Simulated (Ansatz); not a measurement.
# SrCl2: the cost of one run

Program: Ansatz 0.2.0. Level of theory: DFT PBE, scalar-relativistic, plane waves, PAW. These are calculated values, not measurements.

## (1) Starting point

It takes space group Fm-3m (No. 225, cubic). The conventional cell has a = 6.971 Å, b = 6.971 Å, c = 6.971 Å, α = 90.00°, β = 90.00°, γ = 90.00°. Sr (site symmetry m-3m) has 8 Cl at 3.02 Å in its first shell of neighbours. Cl (site symmetry -43m) is surrounded by 4 Sr at 3.02 Å.

Coordinates:

```
CELL_PARAMETERS angstrom
0.00000 3.48550 3.48550
3.48550 0.00000 3.48550
3.48550 3.48550 0.00000
ATOMIC_POSITIONS crystal
Sr 0.00000 0.00000 0.00000
Cl 0.25000 0.25000 0.25000
Cl 0.75000 0.75000 0.75000
```

No relaxation comes first: the listed cell is the starting point.

## (2) Zero of energy

Reference values: F = -5710.7235 eV; pressure 1.08 GPa; largest force 0.000 eV/Å; gap on the mesh 5.35 eV. It was computed beforehand with the settings of the runs below.

## (3) The scan: a trigonal deformation path

At fixed volume and fractional coordinates, lengths along (0.577, 0.577, 0.577) are scaled against those across it; ρ is that ratio over its starting value.

## (4) ρ = 0.500

The input, input.yaml:

```yaml
crystal:
  lattice:
    - [-1.4638182731, 2.9276365463, 2.9276365463]
    - [2.9276365463, -1.4638182731, 2.9276365463]
    - [2.9276365463, 2.9276365463, -1.4638182731]
  atoms:
    - { symbol: Sr, position: [0.0, 0.0, 0.0] }
    - { symbol: Cl, position: [0.25, 0.25, 0.25] }
    - { symbol: Cl, position: [0.75, 0.75, 0.75] }
basis:
  ecutwfc: 420
kpoints:
  mp_grid: { grid: [6, 6, 6] }
hamiltonian:
  xc: pbe
scf:
  occupations: { method: gaussian, width: 0.05 }
output:
  forces: true
  stress: true
  eigenvalues: true
```

The run is started by

```sh
> ansatz run input.yaml --threads 1 --pin off --max-ram 2560MiB --backend cpu --events-out ev --progress --plain --runs-dir out
```

What time and memory should one allow on 1 thread of Intel Xeon 6975P-C (Granite Rapids), shared host?

About 1.4 s, with a peak of 0.39 GiB.
